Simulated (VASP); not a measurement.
Write an ASE script for VASP 6.6.1 that does the following.

| Quantity | Value |
| --- | --- |
| Task | band structure |
| Functional | LDA |
| Potentials or basis | VASP PAW LDA potentials, release 64 (Nb_pv) |
| Cutoff | 500 eV |
| k mesh | 11 × 11 × 11 |
| Occupations | fermi-dirac, width 0.1 eV |
| Spin | no spin polarisation |
| Further INCAR settings | ALGO = Normal; EDIFF = 1.00e-06; ISYM = 0 |

The structure of Nb lies in Nb.cif:

```cif
data_Nb
_cell_length_a 2.99106168
_cell_length_b 2.99106168
_cell_length_c 2.99106168
_cell_angle_alpha 60.00000000
_cell_angle_beta 60.00000000
_cell_angle_gamma 60.00000000
_space_group_name_H-M_alt 'P1'
_space_group_name_Hall 'P 1'
_space_group_IT_number 1
loop_
_space_group_symop_operation_xyz
'x,y,z'
loop_
_atom_site_label
_atom_site_type_symbol
_atom_site_symmetry_multiplicity
_atom_site_Wyckoff_symbol
_atom_site_fract_x
_atom_site_fract_y
_atom_site_fract_z
_atom_site_occupancy
Nb1 Nb 1 a 0.0000000000 0.0000000000 0.0000000000 1
```

This isn't the form of Nb at room conditions, which is bcc.

The input as run:

run.py

```python
from ase.calculators.vasp import Vasp
from ase.dft.bandgap import bandgap
from ase.io import read

atoms = read('Nb.cif')
calc = Vasp(
    directory='calc',
    xc='lda',
    pp='LDA',
    setups='minimal',
    prec='Accurate',
    encut=500,
    ediff=1e-06,
    ismear=-1,
    sigma=0.1,
    lreal=False,
    lasph=True,
    nelm=100,
    algo='Normal',
    isif=2,
    lwave=False,
    lcharg=True,
    lmaxmix=4,
    kpts=[11, 11, 11],
    gamma=True,
)
atoms.calc = calc

print('energy (eV):', atoms.get_potential_energy())
print('free energy (eV):', atoms.get_potential_energy(force_consistent=True))
efermi = calc.get_fermi_level()
print('Fermi level (eV):', efermi)
path = atoms.cell.bandpath(npoints=40, eps=1e-4)
print('path:', path.path)
calc.set(kpts=path.kpts, reciprocal=True, icharg=11, isym=0, lcharg=False)
calc.calculate(atoms)
print('gap on the path (eV):', bandgap(calc, efermi=efermi)[0])
print('direct gap on the path (eV):', bandgap(calc, efermi=efermi, direct=True)[0])
```

Potentials or basis: VASP PAW LDA potentials, release 64 (Nb_pv).

The run is started by

```sh
$ python run.py
```

It gave:

| Item | Value |
| --- | --- |
| Band gap along the path | none (metal or under the smearing width) |

Caveat: the log is that of the step along the path at fixed density, whose energy, stress, charges and moments have no meaning.

Run time: 11 s on 1 thread of Intel(R) Xeon(R) Platinum 8559C (Emerald Rapids), with other jobs on the host, peak memory 0.13 GiB.
